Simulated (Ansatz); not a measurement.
Runs of Ansatz 0.2.0 on MoS2. The structure is cubic, space group Fm-3m (No. 225). Conventional cell: a = 5.992 Å, b = 5.992 Å, c = 5.992 Å, α = 90.00°, β = 90.00°, γ = 90.00°. Around Mo (site symmetry m-3m) lie 8 S at 2.59 Å. S (site symmetry -43m) is surrounded by 4 Mo at 2.59 Å. Measurements of this composition are mostly on another form, of space group No. 194.

```csv
level,spin,U,fixed moment (μB),gap on the mesh (eV),pressure (GPa),moment (μB)
PBE+U,off,Mo d U = 5 eV,-,none,-5.4,-
PBEsol+U,"collinear, ferromagnetic start",Mo d U = 6 eV,2,-,(a),2.00
PBE+U,"collinear, random start",Mo d U = 2 eV,-,none,0.7,2.01
PBE+U,"collinear, random start",Mo d U = 5 eV,-,none,4.8,2.03
PBE+U,"collinear, ferromagnetic start",Mo d U = 2 eV,3,-,4.8,3.00
```

Alike in all rows: task single point; potentials or basis Ansatz PAW; cell as given; k mesh 6 × 6 × 6; cutoff (eV) 420; smearing gaussian 0.05 eV.

Task: Fill in the values left out.

Result: (a) 1.4.

Caveats: the magnetic or orbital state may not be the lowest (some runs); the total moment is fixed, so each spin has its own Fermi level (some runs); the thresholds are loose for stress (some runs); U without spin polarisation on a metal has little footing (some runs); the PAW data sets come from PBE, with cores solved anew for the run's functional, which leaves a small shift of forces and pressure (some runs).

A k mesh can miss the band edges, and the runs leave out spin-orbit coupling on Mo.

A gap of «none» marks a metal or a gap under the smearing width.
